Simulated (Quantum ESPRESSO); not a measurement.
# E(M) of CoO

Wanted: E(M) for CoO from a parallel start.

Program: Quantum ESPRESSO 7.5. Level of theory: PBE with U = 2.1 eV on Co d (ortho-atomic projectors); plane waves with GBRV 1.5 PBE potentials, no spin-orbit coupling. Results are calculated unless marked as measured.

### 1. The structure

It takes space group P6_3mc (No. 186, hexagonal). Conventional cell: a = 3.198 Å, b = 3.198 Å, c = 5.229 Å, α = 90.00°, β = 90.00°, γ = 120.00°. Nearest to Co lie 4 O at 1.92 to 1.97 Å. Nearest to O lie 4 Co at 1.92 to 1.97 Å. Farther neighbours and most contacts between anions are not listed.

The cell comes from Materials Project 2023-11-01, a database of computed structures, and need not be the stable phase.

### 2. No moment imposed

pw.in reads:

```
&CONTROL
  calculation = 'scf'
  prefix = 'pwscf'
  outdir = './tmp'
  pseudo_dir = './pseudo'
  disk_io = 'nowf'
/
&SYSTEM
  ibrav = 0
  celldm(1) = 8
  nat = 4
  ntyp = 2
  ecutwfc = 40
  ecutrho = 280
  nbnd = 35
  occupations = 'smearing'
  smearing = 'fd'
  degauss = 0.00999582
  nspin = 2
  starting_magnetization(1) = 0.1765
  starting_magnetization(2) = 0
/
&ELECTRONS
  conv_thr = 8d-09
  electron_maxstep = 150
  mixing_beta = 0.3
  diagonalization = 'cg'
/
ATOMIC_SPECIES
Co     58.9332 co_pbe_v1.2.uspp.F.UPF
O      15.9990 o_pbe_v1.2.uspp.F.UPF
CELL_PARAMETERS alat
   0.7553343373488    0.0000000000000    0.0000000000000
  -0.3776671686862    0.6541387245008    0.0000000000000
   0.0000000000000    0.0000000000000    1.2351036671339
ATOMIC_POSITIONS crystal
Co      0.0000000000    0.0000000000    0.0034741400
Co      0.3333333300    0.6666666700    0.5033624100
O       0.0000000000    0.0000000000    0.3716088500
O       0.3333333300    0.6666666700    0.8715556000
K_POINTS automatic
8 8 4 0 0 0
HUBBARD {ortho-atomic}
U Co-3d 2.1000
```

Command:

```bash
> OMP_NUM_THREADS=1 mpirun -n 2 pw.x -nk 2 -in pw.in > pw.out
```

What it wrote:

```text
Program PWSCF v.7.5 starts

     Message from routine setup:
     using ibrav=0 with symmetry is DISCOURAGED, use correct ibrav instead

     K-points division:     npool     =       2
     Subspace diagonalization in iterative solution of the eigenvalue problem:

     G-vector sticks info
     --------------------
     sticks:   dense  smooth     PW     G-vecs:    dense   smooth      PW
     Sum         703     397    121                24683    10659    1811

     Using Slab Decomposition

     bravais-lattice index     =            0
     lattice parameter (alat)  =       8.0000  a.u.
     unit-cell volume          =     312.4514 (a.u.)^3
     number of atoms/cell      =            4
     number of atomic types    =            2
     number of electrons       =        46.00
     number of Kohn-Sham states=           35
     kinetic-energy cutoff     =      40.0000  Ry
     charge density cutoff     =     280.0000  Ry
     scf convergence threshold =      8.0E-09
     mixing beta               =       0.3000
     number of iterations used =            8  plain     mixing
     Exchange-correlation= SLA  PW   PBE  PBE
                           (   1   4   3   4   0   0   0)
     Hubbard projectors: ortho-atomic
     Hubbard parameters of DFT+U (Dudarev formulation) in eV:
     U(Co-3d) =  2.1000

     Internal variables: lda_plus_u =T, lda_plus_u_kind = 0

     Internal variables: orbital_resolved =F, hub_pot_fix =F, apply_U = F

     celldm(1)=   8.000000  celldm(2)=   0.000000  celldm(3)=   0.000000
     celldm(4)=   0.000000  celldm(5)=   0.000000  celldm(6)=   0.000000

     crystal axes: (cart. coord. in units of alat)
               a(1) = (   0.755334   0.000000   0.000000 )
               a(2) = (  -0.377667   0.654139   0.000000 )
               a(3) = (   0.000000   0.000000   1.235104 )

     reciprocal axes: (cart. coord. in units 2 pi/alat)
               b(1) = (  1.323917  0.764364 -0.000000 )
               b(2) = (  0.000000  1.528728  0.000000 )
               b(3) = (  0.000000 -0.000000  0.809649 )

     PseudoPot. # 1 for Co read from file:
     co_pbe_v1.2.uspp.F.UPF
     Pseudo is Ultrasoft + core correction, Zval = 17.0
     Generated by new atomic code, or converted to UPF format
     Using radial grid of  863 points,  6 beta functions with:
                l(1) =   0
                l(2) =   0
                l(3) =   1
                l(4) =   1
                l(5) =   2
                l(6) =   2
     Q(r) pseudized with  8 coefficients,  rinner =    1.200   1.200   1.200
                                                       1.200   1.200

     PseudoPot. # 2 for O  read from file:
     o_pbe_v1.2.uspp.F.UPF
     Pseudo is Ultrasoft + core correction, Zval =  6.0
     Generated by new atomic code, or converted to UPF format
     Using radial grid of  737 points,  5 beta functions with:
                l(1) =   0
                l(2) =   0
                l(3) =   1
                l(4) =   1
                l(5) =   2
     Q(r) pseudized with  8 coefficients,  rinner =    0.900   0.900   0.900
                                                       0.900   0.900

     atomic species   valence    mass     pseudopotential
     Co               17.00    58.93320     Co( 1.00)
     O                 6.00    15.99900     O ( 1.00)

     Starting magnetic structure
     atomic species   magnetization
     Co              0.176
     O               0.000

      6 Sym. Ops. (no inversion) found

   Cartesian axes

     site n.     atom                  positions (alat units)
         1        Co     tau(   1) = (   0.0000000   0.0000000   0.0042909  )
         2        Co     tau(   2) = (  -0.0000000   0.4360925   0.6217048  )
         3        O      tau(   3) = (   0.0000000   0.0000000   0.4589755  )
         4        O      tau(   4) = (  -0.0000000   0.4360925   1.0764615  )

     number of k points=    35  Fermi-Dirac smearing, width (Ry)=  0.0100
                       cart. coord. in units 2pi/alat
        k(    1) = (   0.0000000   0.0000000   0.0000000), wk =   0.0039062
        k(    2) = (   0.0000000   0.0000000   0.2024122), wk =   0.0078125
        k(    3) = (   0.0000000   0.0000000  -0.4048243), wk =   0.0039062
        k(    4) = (   0.0000000   0.1910910   0.0000000), wk =   0.0234375
        k(    5) = (   0.0000000   0.1910910   0.2024122), wk =   0.0234375
        [... 30 further k-points ...]

     Dense  grid:    24683 G-vectors     FFT dimensions: (  36,  36,  54)

     Smooth grid:    10659 G-vectors     FFT dimensions: (  25,  25,  40)

     Check: negative core charge=   -0.000035
     Generating pointlists ...
     new r_m :   0.1876 (alat units)  1.5005 (a.u.) for type    1
     new r_m :   0.1876 (alat units)  1.5005 (a.u.) for type    2

     Initial potential from superposition of free atoms

     starting charge      44.0000, renormalised to      46.0000

     STARTING HUBBARD OCCUPATIONS:

     =================== HUBBARD OCCUPATIONS ===================
     ------------------------ ATOM    1 ------------------------
     Tr[ns(  1)] (up, down, total) =   5.00000  2.00000  7.00000
     Atomic magnetic moment for atom   1 =   3.00000
     [... lines left out ...]
     ------------------------ ATOM    2 ------------------------
     Tr[ns(  2)] (up, down, total) =   5.00000  2.00000  7.00000
     Atomic magnetic moment for atom   2 =   3.00000
     [... lines left out ...]
     Number of occupied Hubbard levels =   14.0000

     Atomic wfc used for Hubbard projectors are orthogonalized

     Starting wfcs are   34 randomized atomic wfcs +    1 random wfcs

     Self-consistent Calculation

     iteration #  1     ecut=    40.00 Ry     beta= 0.30
     CG style diagonalization
     ethr =  1.00E-02,  avg # of iterations =  3.1

     =================== HUBBARD OCCUPATIONS ===================
     ------------------------ ATOM    1 ------------------------
     Tr[ns(  1)] (up, down, total) =   4.42740  0.73712  5.16452
     Atomic magnetic moment for atom   1 =   3.69028
     [... lines left out ...]
     ------------------------ ATOM    2 ------------------------
     Tr[ns(  2)] (up, down, total) =   4.42718  0.73690  5.16408
     Atomic magnetic moment for atom   2 =   3.69028
     [... lines left out ...]
     Number of occupied Hubbard levels =   10.3286

     total energy              =    -656.58978339 Ry
     estimated scf accuracy    <      15.31296209 Ry

     total magnetization       =     7.26 Bohr mag/cell
     absolute magnetization    =     7.44 Bohr mag/cell

     iteration #  2     ecut=    40.00 Ry     beta= 0.30
     CG style diagonalization
     ethr =  1.00E-02,  avg # of iterations =  3.7

     total energy              =    -659.23895423 Ry
     estimated scf accuracy    <      14.31414699 Ry

     total magnetization       =     1.10 Bohr mag/cell
     absolute magnetization    =     1.62 Bohr mag/cell

     iteration #  3     ecut=    40.00 Ry     beta= 0.30
     CG style diagonalization
     ethr =  1.00E-02,  avg # of iterations =  3.2

     total energy              =    -661.21370196 Ry
     estimated scf accuracy    <       0.33088184 Ry

     total magnetization       =     6.08 Bohr mag/cell
     absolute magnetization    =     6.15 Bohr mag/cell

     [... further iterations left out ...]

     iteration # 18     ecut=    40.00 Ry     beta= 0.30
     CG style diagonalization
     ethr =  1.12E-09,  avg # of iterations =  3.3

     total energy              =    -661.36249190 Ry
     estimated scf accuracy    <       0.00000013 Ry

     total magnetization       =     5.99 Bohr mag/cell
     absolute magnetization    =     6.00 Bohr mag/cell

     iteration # 19     ecut=    40.00 Ry     beta= 0.30
     CG style diagonalization
     ethr =  2.77E-10,  avg # of iterations =  3.3

     total energy              =    -661.36249199 Ry
     estimated scf accuracy    <       0.00000004 Ry

     total magnetization       =     5.99 Bohr mag/cell
     absolute magnetization    =     6.00 Bohr mag/cell

     iteration # 20     ecut=    40.00 Ry     beta= 0.30
     CG style diagonalization
     ethr =  7.70E-11,  avg # of iterations =  3.4

     total energy              =    -661.36249202 Ry
     estimated scf accuracy    <       0.00000001 Ry

     total magnetization       =     5.99 Bohr mag/cell
     absolute magnetization    =     6.00 Bohr mag/cell

     iteration # 21     ecut=    40.00 Ry     beta= 0.30
     CG style diagonalization
     ethr =  3.24E-11,  avg # of iterations =  3.4

     Magnetic moment per site  (integrated on atomic sphere of radius R)
     atom   1 (R=0.188)  charge= 14.1540  magn=  2.4195
     atom   2 (R=0.188)  charge= 14.1542  magn=  2.4195
     atom   3 (R=0.188)  charge=  5.3407  magn=  0.2475
     atom   4 (R=0.188)  charge=  5.3404  magn=  0.2476

     End of self-consistent calculation

     =================== HUBBARD OCCUPATIONS ===================
     ------------------------ ATOM    1 ------------------------
     Tr[ns(  1)] (up, down, total) =   4.94845  2.35405  7.30250
     Atomic magnetic moment for atom   1 =   2.59441
     [... lines left out ...]
     ------------------------ ATOM    2 ------------------------
     Tr[ns(  2)] (up, down, total) =   4.94845  2.35406  7.30251
     Atomic magnetic moment for atom   2 =   2.59440
     [... lines left out ...]
     Number of occupied Hubbard levels =   14.6050

     [... lines left out ...]
     the Fermi energy is    10.9510 ev

!    total energy              =    -661.36249203 Ry
     estimated scf accuracy    <          1.2E-09 Ry
     smearing contrib. (-TS)   =      -0.00095800 Ry
     internal energy E=F+TS    =    -661.36153403 Ry

     The total energy is F=E-TS. E is the sum of the following terms:
     one-electron contribution =    -434.05647532 Ry
     hartree contribution      =     239.22525279 Ry
     xc contribution           =     -80.12864899 Ry
     ewald contribution        =    -386.47915626 Ry
     Hubbard energy            =       0.07749376 Ry

     total magnetization       =     5.99 Bohr mag/cell
     absolute magnetization    =     6.00 Bohr mag/cell

     convergence has been achieved in  21 iterations

=------------------------------------------------------------------------------=
   JOB DONE.
=------------------------------------------------------------------------------=
```

Run time: 66 s. Hardware: 2 MPI ranks of Arm Neoverse V2, shared host; peak memory 0.24 GiB; 2.2 min of CPU time.

Spin moment in the atom's sphere by atom:

| atom | spin moment in the atom's sphere (μB) |
| --- | --- |
| Co1 | 2.42 |
| Co2 | 2.42 |
| O3 | 0.25 |
| O4 | 0.25 |

Read from the output:

```yaml
smearing_term_ts: 0.01303 eV
magnetization: 5.99 μB
absolute_magnetization: 6 μB
final_state: ferromagnetic
```

### 3. Moment fixed at 0 μB

The two spin channels are filled to separate Fermi energies, so that the total moment meets the target. Half of the up one less the down one is the slope dE/dM.

Edit pw.in of step 2 so:

```diff
@@ -14,3 +14,3 @@
   ecutrho = 280
-  nbnd = 35
+  nbnd = 36
   occupations = 'smearing'
@@ -19,4 +19,5 @@
   nspin = 2
-  starting_magnetization(1) = 0.1765
+  starting_magnetization(1) = 0.0088
   starting_magnetization(2) = 0
+  tot_magnetization = 0
 /
```

What it wrote:

```text
     [... lines left out ...]
Program PWSCF v.7.5 starts
     [... lines left out ...]
     number of atoms/cell      =            4
     [... lines left out ...]
     number of electrons       =        46.00 (up:  23.00, down:  23.00)
     number of Kohn-Sham states=           36
     kinetic-energy cutoff     =      40.0000  Ry
     charge density cutoff     =     280.0000  Ry
     scf convergence threshold =      8.0E-09
     [... lines left out ...]
      6 Sym. Ops. (no inversion) found
     [... lines left out ...]
     number of k points=    35  Fermi-Dirac smearing, width (Ry)=  0.0100
     [... lines left out ...]
     iteration # 32     ecut=    40.00 Ry     beta= 0.30
     [... lines left out ...]
     Magnetic moment per site  (integrated on atomic sphere of radius R)
     atom   1 (R=0.188)  charge= 14.2125  magn= -0.0000
     atom   2 (R=0.188)  charge= 14.2126  magn=  0.0000
     atom   3 (R=0.188)  charge=  5.2463  magn= -0.0000
     atom   4 (R=0.188)  charge=  5.2460  magn= -0.0000
     [... lines left out ...]
     Tr[ns(  1)] (up, down, total) =   3.77508  3.77511  7.55019
     [... lines left out ...]
     Tr[ns(  2)] (up, down, total) =   3.77507  3.77504  7.55011
     [... lines left out ...]
     the spin up/dw Fermi energies are    10.6761   10.6762 ev
!    total energy              =    -661.15711601 Ry
     estimated scf accuracy    <          7.4E-09 Ry
     smearing contrib. (-TS)   =      -0.02791343 Ry
     [... lines left out ...]
     total magnetization       =    -0.00 Bohr mag/cell
     absolute magnetization    =     0.00 Bohr mag/cell
     convergence has been achieved in  32 iterations
```

The job ended after 100 s (2 MPI ranks; peak memory 0.28 GiB; 3.3 min of CPU time).

Read from the output:

```yaml
magnetization: 0 μB
absolute_magnetization: 0 μB
half_the_difference_of_the_two_fermi_energies: 0 meV
largest_moment: 0 μB
```

### 4. Moment fixed at 0.809 μB

Edit pw.in of step 3 so:

```diff
@@ -19,5 +19,5 @@
   nspin = 2
-  starting_magnetization(1) = 0.0088
+  starting_magnetization(1) = 0.0238
   starting_magnetization(2) = 0
-  tot_magnetization = 0
+  tot_magnetization = 0.809
 /
```

What it wrote:

```text
     [... lines left out ...]
Program PWSCF v.7.5 starts
     [... lines left out ...]
     number of atoms/cell      =            4
     [... lines left out ...]
     number of electrons       =        46.00 (up:  23.40, down:  22.60)
     number of Kohn-Sham states=           36
     kinetic-energy cutoff     =      40.0000  Ry
     charge density cutoff     =     280.0000  Ry
     scf convergence threshold =      8.0E-09
     [... lines left out ...]
      6 Sym. Ops. (no inversion) found
     [... lines left out ...]
     number of k points=    35  Fermi-Dirac smearing, width (Ry)=  0.0100
     [... lines left out ...]
     iteration # 40     ecut=    40.00 Ry     beta= 0.30
     [... lines left out ...]
     Magnetic moment per site  (integrated on atomic sphere of radius R)
     atom   1 (R=0.188)  charge= 14.2104  magn=  0.4026
     atom   2 (R=0.188)  charge= 14.2106  magn=  0.4028
     atom   3 (R=0.188)  charge=  5.2479  magn= -0.0236
     atom   4 (R=0.188)  charge=  5.2477  magn= -0.0238
     [... lines left out ...]
     Tr[ns(  1)] (up, down, total) =   3.98850  3.55519  7.54368
     [... lines left out ...]
     Tr[ns(  2)] (up, down, total) =   3.98859  3.55508  7.54367
     [... lines left out ...]
     the spin up/dw Fermi energies are    10.4568   10.9067 ev
!    total energy              =    -661.16387202 Ry
     estimated scf accuracy    <          7.1E-09 Ry
     smearing contrib. (-TS)   =      -0.02743881 Ry
     [... lines left out ...]
     total magnetization       =     0.81 Bohr mag/cell
     absolute magnetization    =     0.95 Bohr mag/cell
     convergence has been achieved in  40 iterations
```

Run time: 2 min. Hardware: 2 MPI ranks; peak memory 0.29 GiB.

Spin moment in the atom's sphere by atom:

| atom | spin moment in the atom's sphere (μB) |
| --- | --- |
| Co1 | 0.403 |
| Co2 | 0.403 |
| O3 | -0.024 |
| O4 | -0.024 |

This step gave:

```
magnetization                                 : 0.809 μB
absolute magnetization                        : 0.951 μB
half the difference of the two Fermi energies : -224.9 meV
```

(Continued in part 2 of 2.)

[Logs and program files are shortened in this print: banners, set-up blocks, solver, clock and traceback lines can be left out without a mark of their own.]

[Logs are printed without paths, hosts, clocks, repeated set-up lines and the standing remarks that a program may print on its own settings, such as how far it seeks lower states.]

[Hosts, paths, dates, database ids (printed as entryN), source tags and the programs' standing remarks are cut or masked in the printed files.]

[Where a cell is said to come from a database of computed structures, the database is the Materials Project.]
